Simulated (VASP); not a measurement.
# How k-mesh and PAW data sets change a VASP run on Ge, part 2 of 2

How sensitive are energy, pressure and forces of Ge to the k-mesh and PAW data sets? The series runs use r2SCAN. The atoms of the start are displaced at random from the sites of a I4_1/amd cell.

VASP 6.6.1, plane waves and PAW; the level of theory is named at each step.

So far. Step 6 (K-mesh: 8 8 5): Against the run before the energy moves by +20.94 meV an atom and the pressure by +0.11 GPa, after 12 cycles in 2.8 min.

The starting crystal is not the ambient structure of Ge (diamond type); it is a model or a phase of other conditions.

### Step 7. K-mesh: 11 11 7

Level of this step: r2SCAN; plane waves and PAW (Ge_d) (VASP).

INCAR reads:

```
SYSTEM = Ge
PREC = Accurate
ENCUT = 410
EDIFF = 1E-06
NELM = 100
ISMEAR = -1
SIGMA = 0.05
LREAL = .FALSE.
ALGO = Normal
METAGGA = R2SCAN
LASPH = .TRUE.
NBANDS = 20
LORBIT = 11
LWAVE = .FALSE.
LCHARG = .FALSE.
KPAR = 2
ISIF = 2
```

POSCAR reads:

```
Ge
1.0
   -2.5744897190      2.5744897190      1.3974126432
    2.5744897190     -2.5744897190      1.3974126432
    2.5744897190      2.5744897190     -1.3974126432
Ge
2
Direct
    0.2289340000      0.7243510000      0.4932810000
    0.4950430000      0.4925210000      0.0069130000
```

KPOINTS reads:

```
Automatic mesh
0
Gamma
11 11 7
0 0 0
```

The projector-augmented-wave data sets are Ge_d (PBE family, release 64).

Run with:

```
$ mpirun -np 2 vasp_std
```

The log of the run:

```text
[... set-up lines as in an earlier step ...]
 entering main loop
       N       E                     dE             d eps       ncg     rms          rms(c)
DAV:   1     0.140013281205E+03    0.14001E+03   -0.13126E+04 18436   0.367E+03
DAV:   2    -0.910285700369E+01   -0.14912E+03   -0.14545E+03 17024   0.534E+02
DAV:   3    -0.291484550359E+02   -0.20046E+02   -0.19898E+02 18996   0.129E+02
DAV:   4    -0.296709005524E+02   -0.52245E+00   -0.52206E+00 19100   0.248E+01
[...]
DAV:  10    -0.270132132705E+02    0.69527E-04   -0.13329E-04 22420   0.215E-01    0.139E-02
DAV:  11    -0.270132044090E+02    0.88615E-05   -0.77647E-05 23728   0.173E-01    0.168E-03
DAV:  12    -0.270132035197E+02    0.88923E-06   -0.34489E-06 17740   0.304E-02
   1 F= -.27013204E+02 E0= -.27008972E+02  d E =-.846347E-02
```

Elapsed: 7.1 min, on 2 MPI ranks of Intel Xeon Platinum 8259CL at 2.50GHz (Skylake/Cascade Lake), shared host; peak memory 0.57 GiB; 14 min of CPU time.

From OUTCAR (step 7):

```text
  Total       -0.0598750      0.0741152      0.1446603     -0.0314482      0.0774631     -0.0134740
  in kB       -2.5893385      3.2051680      6.2559477     -1.3600021      3.3499515     -0.5826918
  external PRESSURE =       2.2905924 kB  Pullay stress =       0.0000000 kB

 POSITION                                       TOTAL-FORCE (eV/Angst)
 -----------------------------------------------------------------------------------
      2.54539     -0.00550      0.64282         0.120040      0.104064      0.019768
      0.01130      0.02429      1.37037        -0.120040     -0.104064     -0.019768
 -----------------------------------------------------------------------------------
    total drift:                                0.000416     -0.000242      0.000046

  FREE ENERGIE OF THE ION-ELECTRON SYSTEM (eV)
  ---------------------------------------------------
  free  energy   TOTEN  =       -27.0132035197 eV

  energy  without entropy=      -27.0047400484  energy(sigma->0) =      -27.00897178

[... 1 part as in an earlier step ...]

[... 2 further parts left out ...]
[key lines of the parts left out:]
E-fermi :   6.7110
```

Against the run before the energy moves by -4.93 meV an atom and the pressure by +0.01 GPa, after 12 cycles in 7.1 min.

### Step 8. K-mesh: 13 13 9

INCAR is that of step 7.

POSCAR is that of step 7.

KPOINTS reads:

```
Automatic mesh
0
Gamma
13 13 9
0 0 0
```

Run with:

```
$ mpirun -np 2 vasp_std
```

The log of the run:

```text
[... set-up lines as in an earlier step ...]
 entering main loop
       N       E                     dE             d eps       ncg     rms          rms(c)
DAV:   1     0.140007865945E+03    0.14001E+03   -0.13151E+04 33236   0.366E+03
DAV:   2    -0.919331415920E+01   -0.14920E+03   -0.14557E+03 30544   0.529E+02
DAV:   3    -0.291587060181E+02   -0.19965E+02   -0.19808E+02 34000   0.129E+02
DAV:   4    -0.296770309063E+02   -0.51832E+00   -0.51794E+00 34308   0.247E+01
[...]
DAV:  10    -0.270202795228E+02    0.70536E-04   -0.13388E-04 40228   0.216E-01    0.139E-02
DAV:  11    -0.270202707013E+02    0.88215E-05   -0.78256E-05 42524   0.174E-01    0.171E-03
DAV:  12    -0.270202698542E+02    0.84714E-06   -0.35299E-06 32140   0.310E-02
   1 F= -.27020270E+02 E0= -.27017774E+02  d E =-.499134E-02
```

Elapsed: 12 min, on 2 MPI ranks; peak memory 0.8 GiB; 25 min of CPU time.

From OUTCAR (step 8):

```text
  Total       -0.2571935     -0.1661086      0.4348910      0.0044081      0.0309918     -0.0128938
  in kB      -11.1225296     -7.1834950     18.8071966      0.1906301      1.3402636     -0.5576017
  external PRESSURE =       0.1670573 kB  Pullay stress =       0.0000000 kB

 POSITION                                       TOTAL-FORCE (eV/Angst)
 -----------------------------------------------------------------------------------
      2.54539     -0.00550      0.64282         0.127617      0.110495      0.018538
      0.01130      0.02429      1.37037        -0.127617     -0.110495     -0.018538
 -----------------------------------------------------------------------------------
    total drift:                                0.000420     -0.000245      0.000046

  FREE ENERGIE OF THE ION-ELECTRON SYSTEM (eV)
  ---------------------------------------------------
  free  energy   TOTEN  =       -27.0202698542 eV

  energy  without entropy=      -27.0152785100  energy(sigma->0) =      -27.01777418

[... 1 part as in an earlier step ...]

[... 2 further parts left out ...]
[key lines of the parts left out:]
E-fermi :   6.6929
```

Against the run before the energy moves by -4.40 meV an atom and the pressure by -0.21 GPa, after 12 cycles in 12 min.

### Step 9. K-mesh: 16 16 11

INCAR is that of step 8.

POSCAR is that of step 8.

KPOINTS reads:

```
Automatic mesh
0
Gamma
16 16 11
0 0 0
```

Run with:

```
$ mpirun -np 2 vasp_std
```

The log of the run:

```text
[... set-up lines as in an earlier step ...]
 entering main loop
       N       E                     dE             d eps       ncg     rms          rms(c)
DAV:   1     0.139638530024E+03    0.13964E+03   -0.13104E+04 61760   0.367E+03
DAV:   2    -0.915865472179E+01   -0.14880E+03   -0.14519E+03 56644   0.530E+02
DAV:   3    -0.291558444691E+02   -0.19997E+02   -0.19839E+02 62980   0.129E+02
DAV:   4    -0.296780683986E+02   -0.52222E+00   -0.52178E+00 63300   0.247E+01
DAV:   5    -0.296860721168E+02   -0.80037E-02   -0.80034E-02 63408   0.324E+00    0.227E+00
DAV:   6    -0.270089553983E+02    0.26771E+01   -0.39617E-01 69264   0.107E+01    0.131E+00
DAV:   7    -0.270186644979E+02   -0.97091E-02   -0.25934E-02 76640   0.275E+00    0.426E-01
DAV:   8    -0.270210773937E+02   -0.24129E-02   -0.29953E-03 61468   0.548E-01    0.984E-02
```

It took 14 min on 2 MPI ranks.

The run was cut off at its time limit.

More ranks or a longer limit might have been enough; this was not tried.

### Step 10. The k-mesh series as a table

This step: convergence of r2SCAN results with the mesh; plane waves and PAW (VASP 6.6.1).

No new run; the numbers come from the runs before.

Differences are taken from the run with 13 13 9. Results of the series, by row:

```csv
setting,status,energy less the reference (meV/atom),pressure (GPa),largest force difference (meV/Å),SCF cycles,wall time (s)
3 3 2,converged,138.3,-2.748,330,12,21
4 4 3,converged,87.1,0.7112,146.7,12,35
5 5 3,converged,49.87,1.298,12.23,12,48
6 6 4,converged,-11.61,0.1139,68.96,12,103
8 8 5,converged,9.332,0.2227,84.81,12,169
11 11 7,converged,4.401,0.2291,7.577,12,423.1
13 13 9,converged,0,0.01671,0,12,739.1
16 16 11,timeout,-,-,-,-,861.1
```

### Step 11. PAW data sets: minimal 64: Ge

This step: r2SCAN; plane waves and PAW (Ge) (VASP 6.6.1).

Data sets differ in which electrons are valence and how hard the partial waves are.

INCAR, as its differences from that of step 9:

```diff
@@ -2,3 +2,3 @@
 PREC = Accurate
-ENCUT = 410
+ENCUT = 400
 EDIFF = 1E-06
@@ -11,3 +11,3 @@
 LASPH = .TRUE.
-NBANDS = 20
+NBANDS = 10
 LORBIT = 11
```

POSCAR is that of step 9.

KPOINTS reads:

```
Automatic mesh
0
Gamma
11 11 7
0 0 0
```

PAW data sets: Ge (PBE family, release 64).

Run with:

```
$ mpirun -np 2 vasp_std
```

The log of the run:

```text
[... set-up lines as in an earlier step ...]
 entering main loop
       N       E                     dE             d eps       ncg     rms          rms(c)
DAV:   1    -0.738375434341E+01   -0.73838E+01   -0.29293E+03  8496   0.554E+02
DAV:   2    -0.271026733348E+02   -0.19719E+02   -0.19109E+02 12228   0.813E+01
DAV:   3    -0.276652787320E+02   -0.56261E+00   -0.55766E+00 10022   0.146E+01
DAV:   4    -0.276667453705E+02   -0.14666E-02   -0.14664E-02  9876   0.756E-01
DAV:   5    -0.276667462108E+02   -0.84035E-06   -0.83971E-06  9690   0.209E-02    0.214E+00
DAV:   6    -0.269684098404E+02    0.69834E+00   -0.19362E-01  8804   0.313E+00    0.145E+00
DAV:   7    -0.269918542491E+02   -0.23444E-01   -0.40453E-02  9880   0.145E+00    0.294E-01
DAV:   8    -0.269912314812E+02    0.62277E-03   -0.13081E-03  9392   0.258E-01    0.664E-02
DAV:   9    -0.269913396011E+02   -0.10812E-03   -0.13578E-04  9560   0.879E-02    0.224E-02
DAV:  10    -0.269913359303E+02    0.36708E-05   -0.50803E-06  9728   0.176E-02    0.573E-03
DAV:  11    -0.269913377032E+02   -0.17729E-05   -0.23214E-06  9246   0.111E-02    0.219E-03
DAV:  12    -0.269913377853E+02   -0.82108E-07   -0.12855E-07  4888   0.257E-03
   1 F= -.26991338E+02 E0= -.26987110E+02  d E =-.845556E-02
```

Wall time 3.6 min (2 MPI ranks); peak memory 0.45 GiB.

OUTCAR, selected parts (step 11):

```text
   k-points           NKPTS =    424   k-points in BZ     NKDIM =    424   number of bands    NBANDS=     10

   ENCUT  =  400.0 eV  29.40 Ry    5.42 a.u.   6.36  6.36  6.36*2*pi/ulx,y,z

   NELECT =       8.0000    total number of electrons

 E-fermi :   5.1812

 k-point     1 :       0.0000    0.0000    0.0000
  band No.  band energies     occupation
      1      -8.7915      2.00000
      2       1.0269      2.00000
      3       2.5939      2.00000
      4       2.6248      2.00000
      5       8.8565      0.00000
      6      13.1176      0.00000
      7      13.1997      0.00000
      8      13.6870      0.00000
      9      13.9544      0.00000
    ...

  Total        0.1060704      0.2375415      0.3384039     -0.0353123      0.0770003     -0.0113467
  in kB        4.5870956     10.2726653     14.6345341     -1.5271064      3.3299364     -0.4906980
  external PRESSURE =       9.8314317 kB  Pullay stress =       0.0000000 kB

 POSITION                                       TOTAL-FORCE (eV/Angst)
 -----------------------------------------------------------------------------------
      2.54539     -0.00550      0.64282         0.122350      0.105651      0.020173
      0.01130      0.02429      1.37037        -0.122350     -0.105651     -0.020173
 -----------------------------------------------------------------------------------
    total drift:                               -0.000001      0.000000     -0.000000

  FREE ENERGIE OF THE ION-ELECTRON SYSTEM (eV)
  ---------------------------------------------------
  free  energy   TOTEN  =       -26.9913377853 eV

  energy  without entropy=      -26.9828822263  energy(sigma->0) =      -26.98711001

[... 5 parts as in an earlier step ...]

[... 10 further parts left out ...]
```

The data set Ge keeps the semicore shell frozen, which is cheaper and a little less accurate.

This step gave:

```yaml
electrons: 8
bands: 10
irreducible_k_points: 424
free_energy_toten: -26.99 eV
energy_at_zero_smearing: -26.99 eV
fermi_energy: 5.181 eV
pressure: 0.9831 GPa
```

The series starts at -13.4936 eV an atom and 0.98 GPa, after 12 cycles in 3.6 min.

### Step 12. PAW data sets: recommended 64: Ge d

This step: r2SCAN; plane waves and PAW (Ge_d) (VASP 6.6.1).

INCAR, as its differences from that of step 11:

```diff
@@ -2,3 +2,3 @@
 PREC = Accurate
-ENCUT = 400
+ENCUT = 410
 EDIFF = 1E-06
@@ -11,3 +11,3 @@
 LASPH = .TRUE.
-NBANDS = 10
+NBANDS = 20
 LORBIT = 11
```

POSCAR is that of step 11.

KPOINTS is that of step 11.

Potentials, in the order of the species: Ge_d (PBE family, release 64).

Run with:

```
$ mpirun -np 2 vasp_std
```

The log of the run:

```text
[... set-up lines as in an earlier step ...]
 entering main loop
       N       E                     dE             d eps       ncg     rms          rms(c)
[... 12 cycles as in an earlier step ...]
   1 F= -.27013204E+02 E0= -.27008972E+02  d E =-.846347E-02
```

It took 7.3 min on 2 MPI ranks; peak memory 0.57 GiB.

Parts of OUTCAR (step 12):

```text
[... 6 parts as in an earlier step ...]

[... 1 further part left out ...]
[key lines of the parts left out:]
E-fermi :   6.7110
```

With 28 valence electrons the pressure is 0.23 GPa, -0.75 GPa from the first of the series, after 12 cycles in 7.3 min.

### Step 13. PAW data sets: recommended 54: Ge d

INCAR is that of step 12.

POSCAR is that of step 12.

KPOINTS is that of step 12.

PAW data sets: Ge_d (PBE family, release 54).

Run with:

```
$ mpirun -np 2 vasp_std
```

The log of the run:

```text
[... set-up lines as in an earlier step ...]
 entering main loop
       N       E                     dE             d eps       ncg     rms          rms(c)
[... 12 cycles as in an earlier step ...]
   1 F= -.27013204E+02 E0= -.27008972E+02  d E =-.846347E-02
```

Wall time 7.2 min (2 MPI ranks); peak memory 0.57 GiB; 14 min of CPU time.

OUTCAR, selected parts (step 13):

```text
[... 6 parts as in an earlier step ...]

[... 1 further part left out ...]
[key lines of the parts left out:]
E-fermi :   6.7110
```

With 28 valence electrons the pressure is 0.23 GPa, -0.75 GPa from the first of the series, after 12 cycles in 7.2 min.

### Step 14. PAW data sets: GW 64: Ge d GW

This step: r2SCAN; plane waves and PAW (Ge_d_GW) (VASP 6.6.1).

INCAR, as its differences from that of step 13:

```diff
@@ -2,3 +2,3 @@
 PREC = Accurate
-ENCUT = 410
+ENCUT = 490
 EDIFF = 1E-06
```

POSCAR is that of step 13.

KPOINTS is that of step 13.

PAW data sets: Ge_d_GW (PBE family, release 64).

Run with:

```
$ mpirun -np 2 vasp_std
```

The log of the run:

```text
[... set-up lines as in an earlier step ...]
 entering main loop
       N       E                     dE             d eps       ncg     rms          rms(c)
DAV:   1     0.196951574485E+03    0.19695E+03   -0.14667E+04 18064   0.478E+03
DAV:   2     0.115022004440E+02   -0.18545E+03   -0.18167E+03 17216   0.678E+02
DAV:   3    -0.243567693141E+02   -0.35859E+02   -0.35606E+02 19400   0.189E+02
DAV:   4    -0.299161176048E+02   -0.55593E+01   -0.55563E+01 29672   0.871E+01
[...]
DAV:  13    -0.270227452692E+02    0.11655E-05   -0.15988E-06 13128   0.367E-02    0.222E-03
DAV:  14    -0.270227439406E+02    0.13287E-05   -0.37058E-07 11632   0.845E-03    0.119E-03
DAV:  15    -0.270227437533E+02    0.18731E-06   -0.93335E-08 11092   0.647E-03
   1 F= -.27022744E+02 E0= -.27018521E+02  d E =-.844545E-02
```

Run time: 9.1 min. Hardware: 2 MPI ranks; peak memory 0.68 GiB.

OUTCAR, selected parts (step 14):

```text
  Total       -0.0781204      0.0550121      0.1406867     -0.0347728      0.0764509     -0.0124437
  in kB       -3.3783768      2.3790407      6.0841057     -1.5037746      3.3061771     -0.5381383
  external PRESSURE =       1.6949232 kB  Pullay stress =       0.0000000 kB

 POSITION                                       TOTAL-FORCE (eV/Angst)
 -----------------------------------------------------------------------------------
      2.54539     -0.00550      0.64282         0.120443      0.104413      0.019548
      0.01130      0.02429      1.37037        -0.120443     -0.104413     -0.019548
 -----------------------------------------------------------------------------------
    total drift:                                0.000765     -0.000690      0.000039

  FREE ENERGIE OF THE ION-ELECTRON SYSTEM (eV)
  ---------------------------------------------------
  free  energy   TOTEN  =       -27.0227437533 eV

  energy  without entropy=      -27.0142982990  energy(sigma->0) =      -27.01852103

[... 1 part as in an earlier step ...]

[... 2 further parts left out ...]
[key lines of the parts left out:]
E-fermi :   4.1894
```

With 28 valence electrons the pressure is 0.17 GPa, -0.81 GPa from the first of the series, after 15 cycles in 9.1 min.

### Step 15. PAW data sets: hard 64: Ge h

This step: r2SCAN; plane waves and PAW (Ge_h) (VASP 6.6.1).

INCAR, as its differences from that of step 14:

```diff
@@ -2,3 +2,3 @@
 PREC = Accurate
-ENCUT = 490
+ENCUT = 540
 EDIFF = 1E-06
```

POSCAR is that of step 14.

KPOINTS is that of step 14.

The projector-augmented-wave data sets are Ge_h (PBE family, release 64).

Run with:

```
$ mpirun -np 2 vasp_std
```

The log of the run:

```text
[... set-up lines as in an earlier step ...]
 entering main loop
       N       E                     dE             d eps       ncg     rms          rms(c)
DAV:   1     0.214976111497E+03    0.21498E+03   -0.17916E+04 17012   0.279E+03
DAV:   2    -0.631648852724E+01   -0.22129E+03   -0.21719E+03 17060   0.549E+02
DAV:   3    -0.304778024241E+02   -0.24161E+02   -0.24034E+02 19328   0.166E+02
DAV:   4    -0.310755233840E+02   -0.59772E+00   -0.59730E+00 18832   0.315E+01
[...]
DAV:  11    -0.269830554907E+02    0.97984E-04   -0.44918E-04 19080   0.431E-01    0.315E-03
DAV:  12    -0.269830585152E+02   -0.30246E-05   -0.57724E-06 20248   0.305E-02    0.169E-03
DAV:  13    -0.269830583808E+02    0.13438E-06   -0.14429E-07 10760   0.593E-03
   1 F= -.26983058E+02 E0= -.26978831E+02  d E =-.845523E-02
```

It took 11 min on 2 MPI ranks; peak memory 0.72 GiB.

OUTCAR, selected parts (step 15):

```text
  Total       -0.1390125     -0.0022384      0.1018082     -0.0526394      0.0750249     -0.0146319
  in kB       -6.0117001     -0.0968030      4.4027734     -2.2764325      3.2445109     -0.6327657
  external PRESSURE =      -0.5685766 kB  Pullay stress =       0.0000000 kB

 POSITION                                       TOTAL-FORCE (eV/Angst)
 -----------------------------------------------------------------------------------
      2.54539     -0.00550      0.64282         0.129062      0.111146      0.020494
      0.01130      0.02429      1.37037        -0.129062     -0.111146     -0.020494
 -----------------------------------------------------------------------------------
    total drift:                               -0.002542      0.002063     -0.000069

  FREE ENERGIE OF THE ION-ELECTRON SYSTEM (eV)
  ---------------------------------------------------
  free  energy   TOTEN  =       -26.9830583808 eV

  energy  without entropy=      -26.9746031493  energy(sigma->0) =      -26.97883077

[... 1 part as in an earlier step ...]

[... 2 further parts left out ...]
[key lines of the parts left out:]
E-fermi :   7.8449
```

With 28 valence electrons the pressure is -0.06 GPa, -1.04 GPa from the first of the series, after 13 cycles in 11 min.

### Step 16. The PAW data sets series as a table

This step: convergence of r2SCAN results with the datasets; plane waves and PAW (VASP 6.6.1).

No new run; the numbers come from the runs before.

Differences are taken from the run with recommended 64: Ge_d. Results of the series, by row:

```csv
setting,status,pressure (GPa),largest force difference (meV/Å),SCF cycles,wall time (s)
"minimal 64: Ge, 400 eV",converged,0.9831,2.31,12,217
"recommended 64: Ge_d, 410 eV",converged,0.2291,0,12,436.1
"recommended 54: Ge_d, 410 eV",converged,0.2291,0,12,430.1
"gw 64: Ge_d_GW, 490 eV",converged,0.1695,0.403,15,548.1
"hard 64: Ge_h, 540 eV",converged,-0.05686,9.022,13,632.1
```

### Step 17. What came out

* k-mesh from which the energy stays within 10 meV/atom of the reference: 8 8 5
* k-mesh from which the energy stays within 1 meV/atom of the reference: none before the reference itself
* k-mesh from which the pressure stays within 0.2 GPa of the reference: none before the reference itself
* spread of the pressure over the k-mesh: 4.05 GPa
* spread of the energy over the k-mesh: 150 meV/atom
* spread of the pressure over the PAW data sets: 1.04 GPa

In words: No run before the reference (13 13 9) settles within 1 meV an atom of it; the step next to it is off by +4.4 meV an atom, +0.21 GPa, 7.6 meV/Å in forces. The pressure doesn't settle within 0.2 GPa before the reference. The energy swings above and below the reference, since the sum over k-points is not variational. A metal's Fermi surface slows this convergence. The choice of data set moves the pressure between -0.06 GPa (hard 64: Ge_h) and 0.98 GPa (minimal 64: Ge); the cutoffs differ too (400, 410, 490 and 540 eV). For the k-mesh, differences are taken from the run with 13 13 9, which is itself not the exact limit. Data sets differ in their zero of energy, so energies are not compared. 16 16 11 did not finish or converge. The runs at 3 3 2; 4 4 3; 5 5 3 are over 30 meV an atom or 2 GPa off and describe the material poorly.

[Lines on the potential files, build, host, timing and source positions are cut from VASP's logs without a mark.]

[Logs are printed without paths, hosts, clocks, repeated set-up lines and the standing remarks that a program may print on its own settings, such as how far it seeks lower states.]

[Hosts, paths, dates, database ids (printed as entryN), source tags and the programs' standing remarks are cut or masked in the printed files.]

[A measured line is paired with the nearest computed mode of its activity, which favours agreement.]

[In band tables of VASP the shares of atoms and orbitals are scaled to a sum of 1 inside the atoms' spheres.]
